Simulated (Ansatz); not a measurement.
Input of an Ansatz 0.2.0 run:

Contents of input.yaml:

```yaml
crystal:
  lattice:
    - [0.0, 1.737572933, 1.737572933]
    - [1.737572933, 0.0, 1.737572933]
    - [1.737572933, 1.737572933, 0.0]
  atoms:
    - { symbol: Ni, position: [0.0, 0.0, 0.0], spin: 1.0 }
hamiltonian:
  xc: pbesol
  pseudopotentials: { kind: paw }
magnetization:
  spin_polarized: true
kpoints:
  mp_grid: { grid: [13, 13, 13] }
  band_path:
    path:
      - [[0.0, 0.0, 0.0], [0.5, 0.0, 0.5], [0.5, 0.25, 0.75], [0.375, 0.375, 0.75], [0.0, 0.0, 0.0], [0.5, 0.5, 0.5], [0.625, 0.25, 0.625], [0.5, 0.25, 0.75], [0.5, 0.5, 0.5], [0.375, 0.375, 0.75]]
      - [[0.625, 0.25, 0.625], [0.5, 0.0, 0.5]]
    npoints: 14
scf:
  occupations: { method: fermi_dirac, width: 0.05 }
  n_extra_bands: 6
output:
  forces: true
  stress: true
  eigenvalues: true
  fatbands: false
```

Potentials or basis: Ansatz PAW.

Launch:

```bash
$ ansatz run input.yaml --threads 2 --pin off --max-ram 5632MiB --backend cpu --events-out ev --progress --plain --runs-dir out
```

(1) What does it give for the net moment?

(2) Predict the band gap on the k mesh.

Results:

(1) 0.63 μB per cell.

(2) none (metal or under the smearing width).
